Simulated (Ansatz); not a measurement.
The system is MgS (Niningerite).

```xyz
2
Lattice="0.0000 2.6016 2.6016 2.6016 0.0000 2.6016 2.6016 2.6016 0.0000" Properties=species:S:1:pos:R:3 pbc="T T T"
S     2.6016    2.6016    2.6016
Mg    0.0000    0.0000    0.0000
```

Base run:

| Item | Value |
| --- | --- |
| Program | Ansatz 0.2.0 |
| Functional | LDA |
| Potentials or basis | Ansatz PAW |
| Cutoff | 420 eV (not typed: the program's choice for these potentials) |
| k mesh | 9 × 9 × 9 |
| Occupations | fermi-dirac, width 0.05 eV |
| Spin | no spin polarisation |

Its results: band gap on the k mesh 2.69 eV, indirect (least direct gap 3.48 eV); pressure -3.3 GPa.

Task: The run is repeated on the same cell with these changes: functional from LDA to PBE. What comes out?

Result: Band gap on the k mesh 2.92 eV, indirect (least direct gap 3.72 eV); pressure 1.2 GPa.

PBE binds less tightly than LDA, so the same cell stands under more pressure.

Caveats: the k mesh misses the band edges, so the gap on the mesh is wider than the one along the path; the PAW data sets come from PBE, with cores solved anew for the run's functional, which leaves a small shift of forces and pressure (some runs).
